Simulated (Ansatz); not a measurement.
# ZrC: changing the Hubbard U on Zr d

The cell as given:

The structure is cubic, space group Fm-3m (No. 225). The conventional cell has a = 4.730 Å, b = 4.730 Å, c = 4.730 Å, α = 90.00°, β = 90.00°, γ = 90.00°. Zr (site symmetry m-3m) is surrounded by 6 C at 2.37 Å. C (site symmetry m-3m) has 6 Zr at 2.37 Å as nearest neighbours.

Kept alike: task relaxation of cell and atoms; functional PBEsol; k mesh 10 × 10 × 10; occupations fermi-dirac, width 0.05 eV; no spin polarisation. Program: Ansatz, Ansatz PAW, cutoff 420 eV. The mesh is that of the run's cell of 2 atoms. No spin-orbit coupling.

```csv
"Hubbard U on Zr d, U (eV)",volume (Å³/atom)
0,12.724
1,12.796
2,12.878
3,12.970
4,?
5,13.171
6,13.288
8,13.581
```

U acts here on a shell without spin polarisation. The relaxations keep at least the cell's symmetry (Fm-3m). For a metal such a mesh leaves the last digits unconverged. Relaxations stop with a little pressure left, so the last digits of a volume or edge aren't settled. Ansatz's relaxations hold a Pulay term in the stress (up to 0.2 GPa here). How U acts hangs on the program's projectors. All rows use potentials made for PBE. U is the effective U - J on orthogonalised atomic projectors. Double counting: fully localised limit (the default).

**Question.** Fit the rows shown and predict the run at 4 eV.

**Answer.** A least-squares parabola through the rows shown is volume = 0.005563 U² + 0.06139 U + 12.7286 (largest miss 0.0092); at U = 4 it gives 13.063 Å³/atom. The run gave: volume 13.064 Å³/atom.

The volume of ZrC grows with U in every row, from 12.724 Å³/atom without U to 13.581 Å³/atom at 8 eV, and it grows faster at larger U. Cohesion here rests largely on covalent mixing of Zr d with C p, whose bonding states are filled. With the d orbitals less than half occupied, the U term pushes them up in energy, away from C p. This probably removes d character from the bonding states and weakens the Zr–C bonds. The upward curvature suggests a feedback, since longer bonds reduce the overlap and with it the mixing.

The parabola's prediction of 13.063 against 13.064 Å³/atom supports smooth interpolation, but the agreement is closer than the fit's own largest miss of 0.0092 and so is partly luck. It gives no physical law and no warrant for extrapolating beyond 8 eV. Nor is the expansion evidence of strong correlation: Zr 4d states in this metallic carbide are broad and itinerant, and the volume's response to U doesn't by itself justify a particular value.
